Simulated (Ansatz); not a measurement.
# WC (P1) in Ansatz: convergence with k mesh

Aim: find how far k mesh must go before the results for WC settle, at r2SCAN. This setting moves, with any that are tied to it; all else stays.

Everything below comes from runs of Ansatz 0.2.0. Logs are shortened: lines on timing, memory, paths and dates and some standing lists are left out, and cuts for length are marked.

## Step 1: The cell of the first run

The typed cell holds 2 atoms: a = 3.101 Å, b = 3.101 Å, c = 3.101 Å, α = 60.00°, β = 60.00°, γ = 60.00°.

The cell comes from a database or a generator and needn't be the stable form of this composition.

The cell isn't the ideal one: atoms moved at random, drawn with an rms of 0.05 Å.

## Step 2: With k mesh 3 × 3 × 3

The input, input.yaml:

```yaml
crystal:
  lattice:
    - [0.0, 2.192684, 2.192684]
    - [2.192684, 0.0, 2.192684]
    - [2.192684, 2.192684, 0.0]
  atoms:
    - { symbol: W, position: [-0.017418, -0.004818, 0.002798] }
    - { symbol: C, position: [0.517446, 0.505944, 0.486775] }
hamiltonian:
  xc: r2scan
  pseudopotentials: { kind: paw }
kpoints:
  mp_grid: { grid: [3, 3, 3] }
scf:
  occupations: { method: gaussian, width: 0.05 }
output:
  forces: true
  stress: true
  eigenvalues: true
```

Potentials or basis: Ansatz PAW.

The run is started by

```console
$ ansatz run input.yaml --threads 2 --pin off --max-ram 5632MiB --backend cpu --events-out ev --progress --plain --runs-dir out
```

It took 1.6 s on 2 threads of Arm Neoverse V2, shared host; peak memory 0.32 GiB.

Results:

```yaml
Free_energy: -10647.5667 eV
Pressure: 4.3 GPa
Largest_force: 0.893 eV/Å
Band_gap_on_the_k_mesh: none (metal or under the smearing width)
```

## Step 3: With k mesh 4 × 4 × 4

input.yaml: that of step 2 with these lines changed.

```diff
@@ -12,3 +12,3 @@
 kpoints:
-  mp_grid: { grid: [3, 3, 3] }
+  mp_grid: { grid: [4, 4, 4] }
 scf:
```

Potentials or basis: Ansatz PAW.

The run is started by

```console
$ ansatz run input.yaml --threads 2 --pin off --max-ram 5632MiB --backend cpu --events-out ev --progress --plain --runs-dir out
```

Run time: 1.8 s. Hardware: 2 threads of Arm Neoverse V2, shared host; peak memory 0.33 GiB.

What came out:

* Free energy: -10648.4066 eV
* Pressure: -4.6 GPa
* Largest force: 0.925 eV/Å
* Band gap on the k mesh: none (metal or under the smearing width)

## Step 4: With k mesh 5 × 5 × 5

input.yaml: that of step 3 with these lines changed.

```diff
@@ -12,3 +12,3 @@
 kpoints:
-  mp_grid: { grid: [4, 4, 4] }
+  mp_grid: { grid: [5, 5, 5] }
 scf:
```

The run is started by

```console
$ ansatz run input.yaml --threads 2 --pin off --max-ram 5632MiB --backend cpu --events-out ev --progress --plain --runs-dir out
```

Wall time 2.8 s (2 threads of Arm Neoverse V2, shared host); peak memory 0.36 GiB.

Results:

- Free energy: -10648.3303 eV
- Pressure: -4.0 GPa
- Largest force: 0.940 eV/Å
- Band gap on the k mesh: none (metal or under the smearing width)

## Step 5: With k mesh 6 × 6 × 6

input.yaml: that of step 4 with these lines changed.

```diff
@@ -12,3 +12,3 @@
 kpoints:
-  mp_grid: { grid: [5, 5, 5] }
+  mp_grid: { grid: [6, 6, 6] }
 scf:
```

The run is started by

```console
$ ansatz run input.yaml --threads 2 --pin off --max-ram 5632MiB --backend cpu --events-out ev --progress --plain --runs-dir out
```

It took 3.2 s on 2 threads of Arm Neoverse V2, shared host; peak memory 0.38 GiB.

What came out:

- Free energy: -10648.2309 eV
- Pressure: -2.6 GPa
- Largest force: 0.797 eV/Å
- Band gap on the k mesh: none (metal or under the smearing width)

## Step 6: With k mesh 8 × 8 × 8

input.yaml: that of step 5 with these lines changed.

```diff
@@ -12,3 +12,3 @@
 kpoints:
-  mp_grid: { grid: [6, 6, 6] }
+  mp_grid: { grid: [8, 8, 8] }
 scf:
```

Potentials or basis: Ansatz PAW.

The run is started by

```console
$ ansatz run input.yaml --threads 2 --pin off --max-ram 5632MiB --backend cpu --events-out ev --progress --plain --runs-dir out
```

It took 8.8 s on 2 threads of Arm Neoverse V2, shared host; peak memory 0.47 GiB.

It converged, with:

```yaml
Free_energy: -10648.2835 eV
Pressure: -3.1 GPa
Largest_force: 0.551 eV/Å
Band_gap_on_the_k_mesh: none (metal or under the smearing width)
```

## Step 7: With k mesh 9 × 9 × 9

input.yaml: that of step 6 with these lines changed.

```diff
@@ -12,3 +12,3 @@
 kpoints:
-  mp_grid: { grid: [8, 8, 8] }
+  mp_grid: { grid: [9, 9, 9] }
 scf:
```

The run is started by

```console
$ ansatz run input.yaml --threads 2 --pin off --max-ram 5632MiB --backend cpu --events-out ev --progress --plain --runs-dir out
```

It took 8.6 s on 2 threads of Arm Neoverse V2, shared host; peak memory 0.48 GiB.

It converged, with:

* Free energy: -10648.2761 eV
* Pressure: -3.1 GPa
* Largest force: 0.547 eV/Å
* Band gap on the k mesh: none (metal or under the smearing width)

## Step 8: With k mesh 12 × 12 × 12

input.yaml: that of step 7 with these lines changed.

```diff
@@ -12,3 +12,3 @@
 kpoints:
-  mp_grid: { grid: [9, 9, 9] }
+  mp_grid: { grid: [12, 12, 12] }
 scf:
```

The run is started by

```console
$ ansatz run input.yaml --threads 2 --pin off --max-ram 5632MiB --backend cpu --events-out ev --progress --plain --runs-dir out
```

Wall time 19 s (2 threads of Arm Neoverse V2, shared host); peak memory 0.67 GiB.

The run converged. Its results:

- Free energy: -10648.3021 eV
- Pressure: -3.5 GPa
- Largest force: 0.713 eV/Å
- Band gap on the k mesh: none (metal or under the smearing width)

## Step 9: With k mesh 14 × 14 × 14

input.yaml: that of step 8 with these lines changed.

```diff
@@ -12,3 +12,3 @@
 kpoints:
-  mp_grid: { grid: [12, 12, 12] }
+  mp_grid: { grid: [14, 14, 14] }
 scf:
```

Potentials or basis: Ansatz PAW.

The run is started by

```console
$ ansatz run input.yaml --threads 2 --pin off --max-ram 5632MiB --backend cpu --events-out ev --progress --plain --runs-dir out
```

Wall time 30 s (2 threads of Arm Neoverse V2, shared host); peak memory 0.86 GiB.

Results (log left out):

| Property | Result |
| --- | --- |
| Free energy | -10648.2922 eV |
| Pressure | -3.3 GPa |
| Largest force | 0.676 eV/Å |
| Band gap on the k mesh | none (metal or under the smearing width) |

## Step 10: With k mesh 17 × 17 × 17

input.yaml: that of step 9 with these lines changed.

```diff
@@ -12,3 +12,3 @@
 kpoints:
-  mp_grid: { grid: [14, 14, 14] }
+  mp_grid: { grid: [17, 17, 17] }
 scf:
```

Potentials or basis: Ansatz PAW.

The run is started by

```console
$ ansatz run input.yaml --threads 2 --pin off --max-ram 5632MiB --backend cpu --events-out ev --progress --plain --runs-dir out
```

Standard output:

```text
Warning: RAYON_NUM_THREADS=2 ignored (pool sized by the plan → 2); use --threads N
Engine: ansatz 0.2.0, aarch64-unknown-linux-gnu
Pseudopotentials: kind: paw
Pseudopotential: W, paw, valence charge 14, recommended cutoff 500 eV (meta_gga), W.paw.azcp
Pseudopotential: C, paw, valence charge 4, recommended cutoff 500 eV (meta_gga), C.paw.azcp
Functional definition: r2SCAN
  parameter k0 = 0.174
  parameter k1 = 0.065
  parameter a1 = 4.9479
  exchange = r2scan_x(k0 = k0, k1 = k1, a1 = a1)
  correlation = r2scan_c
Crystal: 2 atoms, lattice volume = 21.084 Å³
Basis set: ecut = 500 eV, 531 PW (Γ), exchange–correlation on 96×96×96 points (64 copies of the dense FFT grid, shifted against one another)
Bands: 13, of which v1, the nominal top of the filled ones, is band 9 counted from 1 (8 counted from 0)
Symmetry: 1 space group operations
Space group: P1 (ITA 1), of the structure as read, at distance tolerance 2.8e-5 Å
k-points: 2457 of 4913 (time reversal used)
Non-local potential: W, projectors of the file, l = 0: 3, l = 1: 2, l = 2: 2, l = 3: 1
Non-local potential: C, projectors of the file, l = 0: 2, l = 1: 2, l = 2: 1
PAW form: soft (Blöchl's): semilocal exchange-correlation on the pseudo side does not see the compensation charge
PAW frozen core: W, regenerated for the run's functional (the file was generated under x = pbe(κ = 0.804, μ = 0.2195149727645171), c = pbe(β = 0.06672455060314922))
PAW frozen core: C, regenerated for the run's functional (the file was generated under x = pbe(κ = 0.804, μ = 0.2195149727645171), c = pbe(β = 0.06672455060314922))
PAW one-centre angular grid: W, 590 points (default); XC on 160 Gauss nodes
PAW one-centre angular grid: C, 302 points (default); XC on 239 of its mesh's 2573 points in the sphere
Initial density: superposition of atomic densities (neutral atoms: chi_scale 0, normalization atom), corrected by the library's trained network
Initial wavefunctions: pseudopotential atomic-orbital guess
Functional: x = r2scan, c = r2scan; τ floored in thin density (d = 2e-4 eV/Å³)
SCF iter   1: F=—  HF=-10648.236901 eV  |F-HF|=—  |Δ(HF+E_count)|=         —  Δρ=6.61e-3  dr2=3.41e-3  dr2_τ=1.79e-1  ethr=1.77e-3  ⟨swp⟩=5.9  Hψ=181445  notcnv=0
preconditioner: auto → none  [metal: Δε(μ)=0.002 eV  Ē_g=10.301 eV  σ=0.050 eV  W_gap=0.02  n_scr=8 (ndim 8)  ℏωp=25.6 eV  f_vac=0.000  D(μ)=1.04/eV (n_scr^D=14)  sad-step TF]
SCF iter   2: F=—  HF=-10648.293391 eV  |F-HF|=—  |Δ(HF+E_count)|=   5.65e-2  Δρ=5.26e-3  dr2=3.41e-3  dr2_τ=1.88e-4  ethr=1.90e-5  ⟨swp⟩=2.5  Hψ=80545  notcnv=0  defer=176
SCF iter   3: F=—  HF=-10648.295713 eV  |F-HF|=—  |Δ(HF+E_count)|=   2.32e-3  Δρ=2.81e-3  dr2=1.36e-3  dr2_τ=1.90e-4  ethr=1.89e-5  ⟨swp⟩=2.0  Hψ=49090  notcnv=0  defer=176
SCF iter   4: F=—  HF=-10648.295727 eV  |F-HF|=—  |Δ(HF+E_count)|=   1.38e-5  Δρ=1.81e-3  dr2=6.18e-4  dr2_τ=3.52e-5  ethr=7.57e-6  ⟨swp⟩=2.0  Hψ=43858  notcnv=0  defer=176
SCF iter   5: F=—  HF=-10648.295782 eV  |F-HF|=—  |Δ(HF+E_count)|=   5.45e-5  Δρ=2.54e-4  dr2=1.15e-5  dr2_τ=6.38e-7  ethr=3.43e-6  ⟨swp⟩=2.0  Hψ=42925  notcnv=0  defer=176
SCF iter   6: F=—  HF=-10648.295783 eV  |F-HF|=—  |Δ(HF+E_count)|=   1.69e-6  Δρ=3.03e-5  dr2=1.22e-7  dr2_τ=3.24e-8  ethr=6.41e-8  ⟨swp⟩=2.0  Hψ=43455  notcnv=0  defer=176
SCF iter   7: F=-10648.295784 eV  HF=-10648.295784 eV  |F-HF|=5.07e-10  |Δ(HF+E_count)|=   1.29e-7  Δρ=9.54e-6  dr2=8.44e-9  dr2_τ=2.02e-9  ethr=5.56e-10  ⟨swp⟩=6.3  Hψ=157185  notcnv=0
SCF 1 converged in 7 iterations: F = -10648.295784 eV  dr2 = 8.44e-9
SCF converged after 7 iterations
Free energy (F): -10648.295784 eV
Harris-Foulkes:  -10648.295784 eV  (|F-HF|=5.07e-10)
Internal energy: -10648.294464 eV  (E = F + TS)
E sigma→0 (E₀):  -10648.295124 eV
Entropy (-TS):   -0.001320 eV (-0.660 meV/atom)
Fermi energy:    21.735324 eV
--- Per-component energies (eV) ---
  E_band       = -77.653797
  E_kinetic    = 542.494462
  E_local      = -663.838243  (includes V_loc(G=0)·N_el)
  E_nonlocal   = 26.961481
  E_hartree    = 232.852832
  E_xc         = -297.228246
  E_vxc        = -326.161780  (∫ρ·V_xc dr)
  E_paw        = -8693.697887  (= ΣΔE_a)
  E_vpaw       = -139.563189  (= ΣTr[D̂ρ^β])
  E_aug_tail   = -0.000045  (compensation charges beyond the density's cutoff)
  E_vtau       = 16.746615  (kinetic-family band-sum trace: ∫τ·v_τ [+ j·A + Jᵃ·Aᵃ] dr)
  E_ewald      = -1795.226096
  E_core_change = -0.612723  (= ΣΔE_core)
  E_smearing   = -0.001320  (= −TS)
  E_closure    = 0.000000  (closes the sum)
  Σ components = -10648.295784   (vs F -10648.295784, Δ=0.00e0)
--- Forces (eV/Å), atoms counted from 1 ---
  atom   1  W     -0.06729576     0.24806853     0.61258478
  atom   2  C      0.06730586    -0.24809783    -0.61266980
  max |Σ_I F_I| component: 8.50e-5 eV/Å
--- Stress (GPa, compression-positive) ---
       -5.303247       0.028560       0.053718
        0.028560      -4.549499      -0.197326
        0.053718      -0.197326      -0.249131
  P = ⅓ Tr σ = -3.3673 GPa (-33.673 kbar)
--- Band table (eV; the first three rows and the last of 2457) ---
  k-point 0: bands = ["-55.6019", "-18.9893", "-18.9827", "-18.9806", "5.0783", "18.5819", "18.6176", "18.9236", "19.6026", "20.4999", "20.9981", "21.2782", "21.8973"]
  k-point 1: bands = ["-55.6005", "-19.0073", "-18.9882", "-18.9839", "5.1787", "18.1545", "18.5429", "18.8520", "19.4925", "19.9288", "20.8442", "22.1756", "22.5946"]
  k-point 2: bands = ["-55.5966", "-19.0695", "-18.9953", "-18.9905", "5.4739", "17.3136", "18.0093", "18.3284", "19.5207", "19.6872", "21.0415", "23.4973", "23.7962"]
  k-point 2456: bands = ["-55.5604", "-19.5979", "-19.0655", "-19.0562", "9.5596", "11.7638", "14.8655", "14.9431", "22.7403", "22.8023", "24.1799", "27.3298", "30.4783"]
```

Run time: 53 s. Hardware: 2 threads of Arm Neoverse V2, shared host; peak memory 1.3 GiB.

Results:

* Free energy: -10648.2958 eV
* Pressure: -3.4 GPa
* Largest force: 0.664 eV/Å
* Band gap on the k mesh: none (metal or under the smearing width)

## Step 11: The series at a glance

```
      k mesh  energy less the tightest run, at zero smearing (meV/atom)  pressure (GPa)  largest force (eV/Å)  SCF cycles  CPU time (s)  peak memory (GiB)
   3 × 3 × 3                                                     366.70            4.34                 0.893          10           2.9               0.32
   4 × 4 × 4                                                     -55.26           -4.61                 0.925           7           3.3               0.33
   5 × 5 × 5                                                     -16.89           -3.99                 0.940           6           5.3               0.36
   6 × 6 × 6                                                      32.77           -2.61                 0.797           7           6.2               0.38
   8 × 8 × 8                                                       6.41           -3.11                 0.551           7            17               0.47
   9 × 9 × 9                                                      10.25           -3.07                 0.547           7            17               0.48
12 × 12 × 12                                                      -3.30           -3.46                 0.713           7            38               0.67
14 × 14 × 14                                                       1.96           -3.34                 0.676           7            60               0.86
17 × 17 × 17                                                       0.00           -3.37                 0.664           7           100                1.3
```

Against the tightest run, the pressure stays within 0.1 GPa from 12 × 12 × 12 on. Not settled before the last step: the energy (to 1 meV/atom), the largest force (to 0.005 eV/Å). Meshes of other sizes hit other points, so gaps and Fermi surfaces needn't settle smoothly. The tightest run that finished is the yardstick and may itself not be fully converged.

Caveats: the PAW data sets come from PBE, with cores solved anew for the run's functional, which leaves a small shift of forces and pressure.
